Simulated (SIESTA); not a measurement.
Pb under changes of volume

One of the cells (29.314 Å³/atom); the others are scaled copies at fixed shape and fractional positions:

```xyz
2
Lattice="3.4800 0.0000 0.0000 -1.7400 3.0138 0.0000 0.0000 0.0000 5.5900" Properties=species:S:1:pos:R:3 pbc="T T T"
Pb    1.7400    1.0046    4.1925
Pb    0.0000    2.0092    1.3975
```

This isn't the form of Pb at room conditions, which is fcc.

| Item | Value |
| --- | --- |
| Program | SIESTA 5.4.2 |
| Functional | LDA |
| Potentials or basis | PseudoDojo 0.4 standard (LDA files) |
| Basis | DZP (energy shift 0.003 Ry; two zetas on semicore shells) |
| Grid cutoff | 500 Ry |
| Energy shift | 0.003 Ry |
| k mesh | 9 × 9 × 5 |
| Occupations | fermi-dirac, width 0.05 eV |
| Spin | no spin polarisation |

```tsv
volume (Å³/atom)	energy over the lowest point (meV/atom)	pressure (GPa)
27.555	17.77	3.4
28.141	7.68	2.2
28.727	1.95	1.1
29.314	0.00	0.1
29.900	1.33	-0.7
30.486	5.61	-1.5
31.073	?	?
```

**Question.** What does the run at 31.073 Å³/atom give?

**Answer.** Energy over the lowest point 12.54 meV/atom; pressure -2.2 GPa.

Worked out: A Birch-Murnaghan fit of order 3 (a polynomial in V^(-2/3)) to the other rows has its minimum at 29.35 Å³/atom with B0 = V·E''(V) = 45 GPa and B' = 5.7 at fixed shape and positions, which overstates the stiffness. It gives 12.40 meV/atom at 31.073 Å³/atom, against the run's 12.54, and -dE/dV = -2.2 GPa, against -2.2.

Energies are extrapolated to zero smearing.

Caveats: the basis of atomic orbitals isn't converged, which shifts pressures, moduli and gaps.
